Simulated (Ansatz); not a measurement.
**SCF log, Fe**

The cell (1 atom) is Fe as a measured crystal structure (space group Fm-3m). Source: COD entry 9012714, which need not be the ambient phase.

These are results of Ansatz development build ahead of 0.2.0, DFT, PBE, PAW, plane waves, scalar-relativistic, not measurements.

The input:

```yaml
crystal:
  lattice:
    - [0.0, 1.8395, 1.8395]
    - [1.8395, 0.0, 1.8395]
    - [1.8395, 1.8395, 0.0]
  atoms:
    - { symbol: Fe, position: [0.0, 0.0, 0.0], spin: 0.4 }
magnetization:
  spin_polarized: true
hamiltonian:
  xc: pbe
  pseudopotentials: { kind: paw }
basis:
  ecutwfc: 420
kpoints:
  mp_grid: { grid: [12, 12, 12] }
scf:
  occupations: { method: fermi_dirac, width: 0.1 }
  lower_state_search: "off"
output:
  forces: true
  stress: true
```

Program output, abridged:

```
Pseudopotentials: kind: paw
Pseudopotential: Fe, paw, valence charge 16, recommended cutoff 420 eV (normal), Fe.paw.azcp
Functional definition: PBE
Crystal: 1 atoms, lattice volume = 12.449 Å³
Basis set: ecut = 420 eV, 259 PW (Γ), exchange–correlation on 36×36×36 points (8 copies of the dense FFT grid, shifted against one another)
Bands: 13, of which v1, the nominal top of the filled ones, is band 8 counted from 1 (7 counted from 0)
Symmetry: 48 space group operations
Space group: Fm-3m (ITA 225), of the structure as read, at distance tolerance 2.3e-5 Å
Magnetic group: BNS 225.116 (UNI 1618), of the structure as read, at distance tolerance 2.3e-5 Å
k-points: 72 of 1728
Non-local potential: Fe, projectors of the file, l = 0: 3, l = 1: 2, l = 2: 3, l = 3: 1
Initial density: superposition of atomic densities (chi_scale 0.1, normalization cell)
Starting moments: Σ|m| = 0.4 μB on 1 of 1 site
Initial wavefunctions: pseudopotential atomic-orbital guess
Functional: x = pbe(κ = 0.804, μ = 0.2195149727645171), c = pbe(β = 0.06672455060314922)
SCF iter   1: F=—  HF=-4480.215894 eV  |F-HF|=—  |Δ(HF+E_count)|=         —  Δρ=4.49e-2 (↑4.42e-2 ↓4.49e-2)  dr2=5.99e-1  dr2_m=3.22e-3  M=0.361 μB ∫|m|=0.366 μB  β_m=0.30  ethr=3.10e-3  ⟨swp⟩=4.3  Hψ=8921  notcnv=0
preconditioner: auto → none  [metal: Δε(μ)=0.007 eV  Ē_g=11.279 eV  σ=0.100 eV  W_gap=0.02  n_scr=0 (ndim 8)  ℏωp=29.8 eV  f_vac=0.000  D(μ)=2.23/eV (n_scr^D=50)]
SCF iter   2: F=—  HF=-4480.107909 eV  |F-HF|=—  |Δ(HF+E_count)|=   1.08e-1  Δρ=1.56e-2 (↑1.56e-2 ↓5.80e-3)  dr2=1.94e-2  dr2_m=9.17e-3  M=0.416 μB ∫|m|=0.422 μB  β_m=1.00  ethr=3.10e-3  ⟨swp⟩=2.1  Hψ=3629  notcnv=0
SCF iter   3: F=—  HF=-4480.092798 eV  |F-HF|=—  |Δ(HF+E_count)|=   1.51e-2  Δρ=1.10e-2 (↑4.80e-3 ↓1.10e-2)  dr2=6.48e-3  dr2_m=5.13e-3  M=0.458 μB ∫|m|=0.474 μB  β_m=1.00  ethr=1.21e-4  ⟨swp⟩=2.4  Hψ=3736  notcnv=0
SCF iter   4: F=—  HF=-4480.085888 eV  |F-HF|=—  |Δ(HF+E_count)|=   6.91e-3  Δρ=8.47e-3 (↑8.47e-3 ↓6.66e-3)  dr2=4.13e-4  dr2_m=6.48e-3  M=0.517 μB ∫|m|=0.534 μB  β_m=1.00  ethr=4.05e-5  ⟨swp⟩=2.0  Hψ=3123  notcnv=0
SCF iter   5: F=—  HF=-4480.089941 eV  |F-HF|=—  |Δ(HF+E_count)|=   4.05e-3  Δρ=8.94e-3 (↑8.94e-3 ↓7.45e-3)  dr2=3.19e-4  dr2_m=7.60e-3  M=0.581 μB ∫|m|=0.600 μB  β_m=1.00  ethr=2.58e-6  ⟨swp⟩=2.1  Hψ=2909  notcnv=0
SCF iter   6: F=—  HF=-4480.095134 eV  |F-HF|=—  |Δ(HF+E_count)|=   5.19e-3  Δρ=9.78e-3 (↑9.78e-3 ↓8.17e-3)  dr2=4.35e-4  dr2_m=9.04e-3  M=0.652 μB ∫|m|=0.672 μB  β_m=1.00  ethr=2.00e-6  ⟨swp⟩=2.1  Hψ=2986  notcnv=0
[... 24 iterations left out ...]
SCF iter  31: F=—  HF=-4480.300839 eV  |F-HF|=—  |Δ(HF+E_count)|=   8.23e-3  Δρ=1.18e-2 (↑7.85e-3 ↓1.18e-2)  dr2=2.91e-3  dr2_m=9.91e-3  M=2.410 μB ∫|m|=2.503 μB  β_m=0.41  ethr=2.00e-6  ⟨swp⟩=3.2  Hψ=4485  notcnv=0
SCF iter  32: F=—  HF=-4480.315332 eV  |F-HF|=—  |Δ(HF+E_count)|=   1.45e-2  Δρ=1.80e-2 (↑1.80e-2 ↓1.00e-2)  dr2=5.19e-3  dr2_m=2.18e-2  M=2.472 μB ∫|m|=2.569 μB  β_m=0.12  ethr=2.00e-6  ⟨swp⟩=2.1  Hψ=4067  notcnv=0
SCF iter  33: F=—  HF=-4480.320708 eV  |F-HF|=—  |Δ(HF+E_count)|=   5.38e-3  Δρ=1.22e-2 (↑1.12e-2 ↓1.22e-2)  dr2=3.46e-4  dr2_m=1.54e-2  M=2.498 μB ∫|m|=2.598 μB  β_m=0.35  ethr=2.00e-6  ⟨swp⟩=2.0  Hψ=3552  notcnv=0
SCF iter  34: F=—  HF=-4480.330009 eV  |F-HF|=—  |Δ(HF+E_count)|=   9.30e-3  Δρ=3.01e-3 (↑1.29e-3 ↓3.01e-3)  dr2=7.34e-4  dr2_m=2.94e-4  M=2.578 μB ∫|m|=2.687 μB  β_m=0.67  ethr=2.00e-6  ⟨swp⟩=2.0  Hψ=3266  notcnv=0
SCF iter  35: F=—  HF=-4480.333237 eV  |F-HF|=—  |Δ(HF+E_count)|=   3.23e-3  Δρ=4.78e-3 (↑4.78e-3 ↓3.47e-3)  dr2=1.58e-4  dr2_m=1.93e-3  M=2.642 μB ∫|m|=2.761 μB  β_m=0.84  ethr=2.00e-6  ⟨swp⟩=2.0  Hψ=3305  notcnv=0
SCF iter  36: F=—  HF=-4480.333756 eV  |F-HF|=—  |Δ(HF+E_count)|=   5.20e-4  Δρ=4.59e-4 (↑4.59e-4 ↓2.75e-4)  dr2=3.18e-6  dr2_m=1.51e-5  M=2.624 μB ∫|m|=2.741 μB  β_m=0.92  ethr=9.87e-7  ⟨swp⟩=1.9  Hψ=2617  notcnv=0
SCF iter  37: F=—  HF=-4480.333756 eV  |F-HF|=—  |Δ(HF+E_count)|=   1.12e-7  Δρ=1.16e-4 (↑1.16e-4 ↓9.34e-5)  dr2=6.40e-8  dr2_m=1.25e-6  M=2.623 μB ∫|m|=2.739 μB  β_m=0.96  ethr=1.99e-8  ⟨swp⟩=2.7  Hψ=3145  notcnv=0
iter 38 met the thresholds in force, and the SCF goes on: an eigenvalue changes by 0.56 meV, over its tolerance of 0.50 meV (output.eigenvalues, Limitations)
SCF iter  38: F=-4480.333757 eV  HF=-4480.333757 eV  |F-HF|=2.85e-9  |Δ(HF+E_count)|=   4.45e-7  Δρ=2.05e-5 (↑2.05e-5 ↓1.11e-5)  dr2=7.99e-9  dr2_m=2.78e-8  M=2.622 μB ∫|m|=2.739 μB  β_m=0.94  ethr=4.00e-10  ⟨swp⟩=3.7  Hψ=5199  notcnv=0
SCF iter  39: F=-4480.333757 eV  HF=-4480.333757 eV  |F-HF|=3.46e-11  |Δ(HF+E_count)|=   6.52e-9  Δρ=1.08e-6 (↑1.08e-6 ↓9.36e-7)  dr2=2.87e-12  dr2_m=1.15e-10  M=2.622 μB ∫|m|=2.739 μB  ethr=5.00e-11  ⟨swp⟩=1.8  Hψ=5660  notcnv=0
SCF 1 converged in 39 iterations: F = -4480.333757 eV  dr2 = 2.87e-12
  greatest PAW one-centre occupation: 1.002 electrons in one spin orbital (limit 2), on the Fe atom at site 0 (counted from 0), in its partial waves of l = 1
SCF converged after 39 iterations
an eigenvalue changed by more than its tolerance at an iteration that met the thresholds in force, so the SCF went on 1 time: the last check found none over its tolerance
Magnetization: 2.6222 μB (9.3111 up, 6.6889 down)
Absolute magnetization: 2.7387 μB (∫|ρ↑−ρ↓|, with the PAW one-centre terms)
Spin contamination: 0.0481 ħ² per cell (⟨S²⟩ above its minimum at these occupations)
Per-site moments (μB) at R_I (Å): [(2.6702, 1.0730)]
Free energy (F): -4480.333757 eV
Harris-Foulkes:  -4480.333757 eV  (|F-HF|=3.46e-11)
Internal energy: -4480.293383 eV  (E = F + TS)
E sigma→0 (E₀):  -4480.313570 eV
Entropy (-TS):   -0.040374 eV (-40.374 meV/atom)
Fermi energy:    16.810038 eV
--- Per-component energies (eV) ---
  E_band       = -239.701751
  E_kinetic    = 347.607991
  E_local      = -2177.883135  (includes V_loc(G=0)·N_el)
  E_nonlocal   = 221.006042
  E_hartree    = 910.345192
  E_xc         = -116.830645
  E_vxc        = -150.366424  (∫ρ·V_xc dr)
  E_paw        = -1367.554224  (= ΣΔE_a)
  E_vpaw       = -300.757431  (= ΣTr[D̂ρ^β])
  E_aug_tail   = 0.000913  (compensation charges beyond the density's cutoff)
  E_ewald      = -2296.985518
  E_smearing   = -0.040374  (= −TS)
  E_closure    = 0.000000  (closes the sum)
  Σ components = -4480.333757   (vs F -4480.333757, Δ=0.00e0)
--- Forces (eV/Å), atoms counted from 1 ---
  atom   1  Fe    -0.00000000     0.00000000     0.00000000
  max |Σ_I F_I| component: 1.36e-31 eV/Å
--- Stress (GPa, compression-positive) ---
       -5.067297      -0.000000      -0.000000
       -0.000000      -5.067297       0.000000
        0.000000      -0.000000      -5.067297
  P = ⅓ Tr σ = -5.0673 GPa (-50.673 kbar)
```

The run took 2.3 s on 2 threads of x86-64 server CPU (shared host), peak memory 0.33 GiB.
